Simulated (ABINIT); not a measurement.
## Sn: single point with PBEsol

The system is Sn.

```
Sn
1.0
    -1.87793    1.89840    1.91025
     1.89462   -1.86981    1.89834
     1.88740    1.87928   -1.88166
Sn
1
Direct
  0.00960 0.00631 0.99674
```

The cell isn't the ideal one: cell strained at random at fixed volume.

```
Program             : ABINIT 10.8.3 (patched build)
Task                : single point
Functional          : PBEsol
Potentials or basis : PseudoDojo NC SR PBEsol v0.4.1 standard
Cutoff              : 980 eV
k mesh              : 10 × 10 × 10
Occupations         : fermi-dirac, width 0.05 eV
Spin                : no spin polarisation
```

- Pressure: -2.1 GPa
- Band gap on the k mesh: none (metal or under the smearing width)
- Valence electrons inside the program's atomic spheres: Sn 10.54 (radii [1.0584] Å)

Stress tensor (GPa, compression positive):
```
-2.23  0.17  0.18
 0.17 -2.29  0.18
 0.18  0.18 -1.73
```

Levels at points of the mesh, in eV from the Fermi level:
```
           k point  band 3  band 4  band 5  band 6  band 7  band 8  band 9  band 10  band 11
(0.00, 0.00, 0.00)  -21.44  -21.31  -21.31  -11.05    7.79    8.02    8.11    12.38    12.51
(0.50, 0.00, 0.00)  -21.32  -21.31  -21.23   -6.52   -4.42    3.79    5.59     8.11     8.38
(0.00, 0.50, 0.00)  -21.32  -21.32  -21.23   -6.48   -4.41    3.75    5.60     8.06     8.41
(0.50, 0.50, 0.00)  -21.32  -21.32  -21.23   -6.32   -4.36    3.53    5.44     7.74     8.33
(0.00, 0.00, 0.50)  -21.32  -21.32  -21.23   -6.39   -4.38    3.63    5.44     7.93     8.25
(0.50, 0.00, 0.50)  -21.32  -21.32  -21.23   -6.34   -4.37    3.61    5.55     7.87     8.41
(0.00, 0.50, 0.50)  -21.32  -21.32  -21.22   -6.28   -4.35    3.56    5.50     7.85     8.32
(0.50, 0.50, 0.50)  -21.26  -21.25  -21.24   -2.47   -0.55   -0.41   -0.32     3.85     3.91
```

It took 4.2 min on 1 thread of Arm Neoverse V1 (shared host), peak memory 0.23 GiB.
